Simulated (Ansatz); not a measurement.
## GaSb (model cell, started as rocksalt type): relaxing the cell for a phonon run

Task: relax GaSb (model cell, started as rocksalt type) tightly.

Method: DFT LDA, scalar-relativistic, plane waves, PAW; PAW set soft_1, in Ansatz 0.2.0.

The structure was built from a prototype and need not be the compound's stable phase.

## (1) The starting structure

It takes space group Fm-3m (No. 225, cubic). Conventional cell: a = 5.740 Å, b = 5.740 Å, c = 5.740 Å, α = 90.00°, β = 90.00°, γ = 90.00°. Nearest to Ga lie 6 Sb at 2.87 Å. Nearest to Sb lie 6 Ga at 2.87 Å. Farther neighbours are not listed.

## (2) Probe on a coarse mesh

First a cheap look: the gap decides the mesh and the occupations, the pressure tells how far the cell has to move.

input.yaml

```yaml
crystal:
  lattice:
    - [0.0, 2.87, 2.87]
    - [2.87, 0.0, 2.87]
    - [2.87, 2.87, 0.0]
  atoms:
    - { symbol: Ga, position: [0.0, 0.0, 0.0] }
    - { symbol: Sb, position: [0.5, 0.5, 0.5] }
kpoints:
  mp_grid: { grid: [6, 6, 6] }
hamiltonian:
  xc: lda
  pseudopotentials: { kind: paw, azcp: { folder: soft_1 }, xc_functional: pbe }
scf:
  occupations: { method: gaussian, width: 0.1 }
output:
  forces: true
  stress: true
  eigenvalues: true
```

The run is started by

```
$ ansatz run input.yaml --threads 4 --pin off --max-ram 10240MiB --backend cpu --events-out ev --progress --plain --runs-dir out
```

Numbers of over 12 decimals in the logs are rounded to 6 here.

The program printed:

```text
Engine: ansatz 0.2.0, x86_64-unknown-linux-gnu
Pseudopotentials: kind: paw
Pseudopotential: Ga, paw, valence charge 13, recommended cutoff 420 eV (normal), soft_1/Ga.paw.azcp
Pseudopotential: Sb, paw, valence charge 15, recommended cutoff 420 eV (normal), soft_1/Sb.paw.azcp
Functional definition: SPW92
  exchange = slater_x
  correlation = pw_c
Crystal: 2 atoms, lattice volume = 47.280 Å³
[...]
--- Band table (eV; the first three rows and the last of 16) ---
  k-point 0: bands = [... 10 lower, -2.1070, 9.6741, 10.0386, 10.0386, 10.0386, 16.0974, 16.0974, 16.0974]
  k-point 1: bands = [... 10 lower, -1.7530, 6.9271, 10.0410, 10.0410, 11.8094, 14.6353, 14.6353, 15.0317]
  k-point 2: bands = [... 10 lower, -0.7379, 4.0891, 10.1818, 10.1818, 12.2817, 12.8850, 12.8850, 13.6219]
  k-point 15: bands = [... 10 lower, 1.1809, 4.3094, 5.2378, 6.5041, 10.3737, 14.8932, 15.0683, 18.9169]
[key lines of the parts left out:]
SCF converged after 8 iterations
Free energy (F): -10042.747704 eV
Fermi energy:    10.064604 eV
P = ⅓ Tr σ = -2.7892 GPa (-27.892 kbar)
```

Wall time 2.1 s (4 threads of Intel Xeon Platinum 8375C at 2.90GHz (Ice Lake), shared host); peak memory 0.55 GiB; 2.7 s of CPU time.

Numbers from this step:

```
pressure          : -2.789 GPa
volume per atom   : 23.64 Å³
gap on the k-mesh : 0 eV
```

The coarse mesh shows no gap and a pressure of -2.8 GPa.

## (3) Bringing the structure to rest

Harmonic phonons are second derivatives at a point where the forces vanish, and they are wanted at zero stress, so atoms and cell are relaxed first.

input.yaml, the sections that differ from step 2:

```yaml
kpoints:
  mp_grid: { grid: [12, 12, 12] }
output:
  forces: true
  stress: true
  eigenvalues: true
  write_density: true
  write_potential: true
  elf: true
  volumetric_format: npy
relax:
  adjacent_minimum: "off"
  f_tol: 0.005
  max_steps: 80
  cell: { stress_tol: 0.05 }
# crystal, hamiltonian, scf: as in step 2
```

The program printed:

```text
[...]
Crystal: 2 atoms, lattice volume = 47.280 Å³
Basis set: ecut = 420 eV, 941 PW (Γ)
Bands: 18, of which v1, the nominal top of the filled ones, is band 14 counted from 1 (13 counted from 0)
Symmetry: 48 space group operations
[...]
k-points: 72 of 1728
[...]
SCF iter   1: F=—  HF=-10042.849609 eV  |F-HF|=—  |Δ(HF+E_count)|=         —  Δρ=2.27e-2  dr2=1.90e-1  ethr=3.10e-3  ⟨swp⟩=5.6  Hψ=6574  notcnv=0
[...]
SCF iter   8: F=-10042.790777 eV  HF=-10042.790777 eV  |F-HF|=2.86e-10  |Δ(HF+E_count)|=   3.17e-7  Δρ=7.94e-6  dr2=2.77e-8  ethr=3.57e-10  ⟨swp⟩=7.4  Hψ=8919  notcnv=0
SCF 1 converged in 8 iterations: F = -10042.790777 eV  dr2 = 2.77e-8
[...]
relax step   1: F+E_penalty+E_count = -10042.79077666 eV  Δ(F+E_penalty+E_count) = +0.000e0 eV  max|allowed force component| = 3.053e-29 eV/Å  Δτ_max = 0.0000 Å  P = -3.000 GPa  Ω = 47.280 Å³  (8 SCF iters, dr2 threshold 1.00e-7 eV, accepted)
Crystal: 2 atoms, lattice volume = 43.613 Å³
Basis set: ecut = 420 eV, 869 PW (Γ)
[...]
iter 1 solved again at ethr=6.07e-6 eV; its pass at ethr=3.10e-3 eV (dr2=1.70e-3 eV) is discarded
[...]
SCF iter   6: F=-10042.803999 eV  HF=-10042.803999 eV  |F-HF|=9.23e-9  |Δ(HF+E_count)|=   8.18e-7  Δρ=1.04e-5  dr2=5.06e-8  ethr=7.14e-10  ⟨swp⟩=10.6  Hψ=11605  notcnv=0
SCF 2 converged in 6 iterations: F = -10042.803999 eV  dr2 = 5.06e-8
relax step   2: F+E_penalty+E_count = -10042.80399902 eV  Δ(F+E_penalty+E_count) = -1.322e-2 eV  max|allowed force component| = 1.450e-28 eV/Å  Δτ_max = 0.0000 Å  P = +2.325 GPa  Ω = 43.613 Å³  energy of the carried Pulay correction = +5.418e-4 eV  (6 SCF iters, dr2 threshold 2.00e-7 eV, accepted)
Crystal: 2 atoms, lattice volume = 45.142 Å³
Basis set: ecut = 420 eV, 893 PW (Γ)
[...]
SCF iter   6: F=-10042.813405 eV  HF=-10042.813405 eV  |F-HF|=4.31e-9  |Δ(HF+E_count)|=   1.21e-7  Δρ=4.24e-6  dr2=6.83e-9  ethr=7.14e-10  ⟨swp⟩=10.0  Hψ=9577  notcnv=0
SCF 3 converged in 6 iterations: F = -10042.813405 eV  dr2 = 6.83e-9
relax step   3: F+E_penalty+E_count = -10042.81340471 eV  Δ(F+E_penalty+E_count) = -9.406e-3 eV  max|allowed force component| = 2.210e-29 eV/Å  Δτ_max = 0.0000 Å  P = -0.221 GPa  Ω = 45.142 Å³  energy of the carried Pulay correction = +3.107e-4 eV  (6 SCF iters, dr2 threshold 2.00e-7 eV, accepted)
[...]
relax step   4: F+E_penalty+E_count = -10042.81352534 eV  Δ(F+E_penalty+E_count) = -1.206e-4 eV  max|allowed force component| = 6.574e-30 eV/Å  Δτ_max = 0.0000 Å  P = -0.013 GPa  Ω = 45.005 Å³  energy of the carried Pulay correction = +3.311e-4 eV  (3 SCF iters, dr2 threshold 1.22e-7 eV, accepted)
[...]
SCF iter   7: F=-10042.813186 eV  HF=-10042.813186 eV  |F-HF|=0.00e0  |Δ(HF+E_count)|=  2.00e-11  Δρ=6.83e-8  dr2=2.94e-12  ethr=1.00e-12  ⟨swp⟩=6.0  Hψ=5671  notcnv=0
SCF 5 converged in 7 iterations: F = -10042.813186 eV  dr2 = 2.94e-12
relax step   5: F+E_penalty+E_count = -10042.81318592 eV  Δ(F+E_penalty+E_count) = +3.394e-4 eV  max|allowed force component| = 7.889e-30 eV/Å  Δτ_max = 0.0000 Å  P = -0.013 GPa  Ω = 45.005 Å³  stress off target by 1.25e-2 GPa  SCF on the basis re-selected at this cell (its energy is not comparable with the rows above)  (7 SCF iters)
basis re-selected at this cell: Δ(F+E_penalty+E_count) = +3.394e-4 eV, ΔP = +0.001 GPa vs the last step (what re-selecting the basis moved, of the pressure what is left beyond the Pulay correction that the steps carried, after the strain that the cell walked since its last selection, with what the two solves' SCF thresholds leave and, on support functions, any second-order correction that the steps lacked; it is no measure of the basis error at this ecutwfc). The dense FFT grid was sized anew with the basis: this SCF ran on 27×27×27 points, the steps before it on 30×30×30, so part of this shift can come from that change (see relax.cell in the input reference). [rest of the remark cut]
SCF converged after 7 iterations
Free energy (F): -10042.813186 eV
[...]
Internal energy: -10042.807494 eV  (E = F + TS)
E sigma→0 (E₀):  -10042.810340 eV
Entropy (-TS):   -0.005692 eV (-2.846 meV/atom)
Fermi energy:    10.659189 eV
[...]
--- Stress (GPa, compression-positive) ---
       -0.012525       0.000000      -0.000000
        0.000000      -0.012525      -0.000000
        0.000000      -0.000000      -0.012525
  P = ⅓ Tr σ = -0.0125 GPa (-0.125 kbar)
--- Band table (eV; the first three rows and the last of 72) ---
  k-point 0: bands = [... 10 lower, -1.7403, 10.7852, 10.7852, 10.7852, 10.8609, 17.0429, 17.0429, 17.0429]
  k-point 1: bands = [... 10 lower, -1.6468, 9.3097, 10.7811, 10.7811, 12.0743, 16.5015, 16.5015, 16.6463]
  k-point 2: bands = [... 10 lower, -1.3680, 7.7106, 10.7840, 10.7840, 12.8472, 15.5024, 15.5024, 15.9601]
  k-point 71: bands = [... 10 lower, 1.9182, 4.5866, 6.2933, 6.2933, 12.9641, 14.0704, 17.5435, 17.5435]
--- Relaxed structure (4 steps of the walk, 4 accepted, 1 SCFs on fresh bases) ---
  F+E_penalty+E_count = -10042.81318592 eV   max|allowed force component| = 7.889e-30 eV/Å   (the final SCF, on the basis selected at the relaxed cell)
  cell:  # Å, volume = 45.0047 Å³
    - [0, 2.823206, 2.823206]
    - [2.823206, 0, 2.823206]
    - [2.823206, 2.823206, 0]
  atoms:
    - { symbol: Ga, position: [0, 0, 0] }
    - { symbol: Sb, position: [0.5, 0.5, 0.5] }
```

The job ended after 3.8 s (4 threads; peak memory 0.66 GiB).

Relaxation path:

```
step  energy less that of the first step (eV)  largest force component (eV/Å)  pressure (GPa)  volume (Å³)
   1                                   0.0000                          0.0000           -3.00        47.28
   2                                  -0.0132                          0.0000            2.33        43.61
   3                                  -0.0226                          0.0000           -0.22        45.14
   4                                  -0.0227                          0.0000           -0.01        45.00
  5*                                  -0.0224                          0.0000           -0.01        45.00
```

Relaxation steps marked * repeat the geometry before them on a plane-wave basis chosen anew for their cell, so energy and pressure can jump there.

The run keeps the 48 symmetry operations that it works with, so distortions that break them were not tested.

```
conventional cell, symmetrised  before  after  change
                         a (Å)   5.740  5.646  -1.6 %
                         b (Å)   5.740  5.646  -1.6 %
                         c (Å)   5.740  5.646  -1.6 %
              volume (Å³/atom)   23.64  22.50  -4.8 %
```

The relaxed structure:

```xyz
2
Lattice="0.0000 2.8232 2.8232 2.8232 0.0000 2.8232 2.8232 2.8232 0.0000" Properties=species:S:1:pos:R:3 pbc="T T T"
Ga    0.0000    0.0000    0.0000
Sb    2.8232    2.8232    2.8232
```

This step gave:

* pressure: -0.01252 GPa
* volume per atom: 22.50 Å³

Electrostatic potential energy in the ac plane of the conventional cell at fractional y = 0.000, with atoms of Ga and Sb within 0.2 Å of it. With pseudopotentials it is smooth inside the atoms' cores, unlike the true potential.

Ten even steps from '_' (-30 eV) to '@' (44 eV), each cell a mean:
```
@@##====++--________..==++==++@@
++====++++==..____..--++++====++
====++++++++==--::--==++++++====
++++++++++++++++++++++++++++++++
====++++++++++====++++++++++++==
..::==++++++==========++++==--..
____::==++====##%%++==++++--..__
____..==++==++@@@@%%====++::____
____..==++==++@@@@##====++--____
__..--++++====++++====++++==..__
::--==++++++========++++++++==--
++++++++++++++++++++++++++++++++
==++++++++++++======++++++++++==
======++++==--....::==++++++====
%%++==++++--..______::==++====##
@@%%====++::________..==++==++@@
```
Columns run along a (5.6 Å; values clipped at the 3rd and 97th percentile), rows up along c (5.6 Å), edges of the conventional cell, whose origin can differ from the input's. Atoms in or near the plane, at fractional coordinates: Ga at (0.00, 0.00), Ga at (0.50, 0.50), Sb at (0.50, 0.00), Sb at (0.00, 0.50).

ELF in the ac plane of the conventional cell at fractional y = 0.000, with atoms of Ga and Sb within 0.2 Å of it. It is the smooth field of the valence electrons, not physical close to the nuclei.

Ten even steps from '_' (0.05) to '@' (0.53), each cell a mean:
```
__..==##@@%%==____::**@@%%++--__
::==++**%%%%**==--++##%%##++==--
++++++==++##%%%%##%%%%**==++++++
@@%%**--::++%%@@@@@@##--::==##%%
@@@@##==--==**######++----**%%@@
**##%%##**++++====++++++##%%##**
..--##@@%%++==....::++##@@%%++::
__..**@@@@++::__....==##@@##--__
__::**@@%%++--____..==##@@%%==__
--++##%%##++==--::==++**%%%%**==
##%%%%**==++++++++++++==++##%%%%
@@@@##--::==##%%@@%%**--::++%%@@
####++----**%%@@@@@@##==--==**##
==++++++##%%##****##%%##**++++==
..::++##@@%%++::..--##@@%%++==..
....==##@@##--____..**@@@@++::__
```
Columns run along a (5.6 Å), rows up along c (5.6 Å), edges of the conventional cell, whose origin can differ from the input's. Atoms in or near the plane, at fractional coordinates: Ga at (0.00, 0.00), Ga at (0.50, 0.50), Sb at (0.50, 0.00), Sb at (0.00, 0.50).

Valence density in the ac plane of the conventional cell at fractional y = 0.000, with atoms of Ga and Sb within 0.2 Å of it. It is the smooth field of the valence electrons, not physical close to the nuclei.

Ten steps, logarithmic in the rise over the least value, from '_' (0 e/Å³) to '@' (35 e/Å³), each cell a mean:
```
%%++::____..==####**--..__..--##
==::..____..::==++--..______..--
....________....::..__________..
________________..______________
....____________..____________..
--::..______..::::..________..--
**++::..__..::++**==..____..--**
##**--..__..==%%@@**::....::++##
##**--..__..--##%%++::____..==##
++--..______..--==::..____..::==
::..__________......________....
..______________________________
..____________......____________
::..________..----::..______..::
**==..____..--****++::..__..::++
@@**::....::++####**--..__..==%%
```
Columns run along a (5.6 Å), rows up along c (5.6 Å), edges of the conventional cell, whose origin can differ from the input's. Atoms in or near the plane, at fractional coordinates: Ga at (0.00, 0.00), Ga at (0.50, 0.50), Sb at (0.50, 0.00), Sb at (0.00, 0.50).

In this step the volume went from 23.64 to 22.50 Å³/atom.

## (4) Tight relaxation

Phonons need a cell at rest on their own settings, so the relaxation is repeated with tight tolerances on forces and stress, using the mesh and the filling of the phonon run that follows.

input.yaml, the sections that differ from step 3:

```yaml
crystal:
  lattice:
    - [0.0, 2.8232059714, 2.8232059714]
    - [2.8232059714, 0.0, 2.8232059714]
    - [2.8232059714, 2.8232059714, 0.0]
  atoms:
    - { symbol: Ga, position: [0.0, 0.0, 0.0] }
    - { symbol: Sb, position: [0.5, 0.5, 0.5] }
scf:
  occupations: { method: methfessel_paxton, width: 0.2 }
output:
  forces: true
  stress: true
  eigenvalues: true
relax:
  adjacent_minimum: "off"
  f_tol: 0.001
  max_steps: 60
  cell: { stress_tol: 0.01 }
# kpoints, hamiltonian: as in step 3
```

The program printed:

```text
[...]
Crystal: 2 atoms, lattice volume = 45.005 Å³
Basis set: ecut = 420 eV, 893 PW (Γ)
Bands: 18, of which v1, the nominal top of the filled ones, is band 14 counted from 1 (13 counted from 0)
Symmetry: 48 space group operations
[...]
k-points: 72 of 1728
[...]
k-point 71: bands = [... 10 lower, 1.9221, 4.5904, 6.2963, 6.2963, 12.9697, 14.0757, 17.5482, 17.5482]
--- Relaxed structure (3 steps of the walk, 3 accepted, 1 SCFs on fresh bases) ---
[...]
cell:  # Å, volume = 44.9919 Å³
    - [0, 2.822938, 2.822938]
    - [2.822938, 0, 2.822938]
    - [2.822938, 2.822938, 0]
  atoms:
    - { symbol: Ga, position: [0, 0, 0] }
    - { symbol: Sb, position: [0.500000, 0.500000, 0.500000] }
[key lines of the parts left out:]
SCF converged after 7 iterations
Free energy (F): -10042.810240 eV
Fermi energy:    10.667603 eV
P = ⅓ Tr σ = 0.0001 GPa (0.001 kbar)
```

Run time: 2.8 s. Hardware: 4 threads; peak memory 0.63 GiB.

Little changed from the start: no atom moved by 0.005 Å and no cell edge by 0.1 %.

Numbers from this step:

- pressure: 8.80e-5 GPa

The forces vanish by symmetry and the pressure is 0.000 GPa, within the tolerances set. The cell now holds 22.50 Å³/atom.

## (5) Outcome

```yaml
space_group_after_relaxation_within_0p01_a: Fm-3m
lattice_constant_a: 5.646 Å
lattice_constant_b: 5.646 Å
lattice_constant_c: 5.646 Å
volume_per_atom: 22.5 Å³
```

The forces vanish by symmetry and the pressure is 0.000 GPa, within the tolerances set. The cell now holds 22.50 Å³/atom. The relaxation keeps the symmetry of its start, so it says nothing on stability against lower symmetry. Spin-orbit coupling is left out, which can matter for the heavy elements here. The PAW files were made for PBE and serve the other functionals too. The starting cell was built on a prototype and not taken from a measurement, so the phase need not exist.

[Logs are printed without paths, hosts, clocks, repeated set-up lines and the standing remarks that a program may print on its own settings, such as how far it seeks lower states.]

[Hosts, paths, dates, database ids (printed as entryN), source tags and the programs' standing remarks are cut or masked in the printed files.]
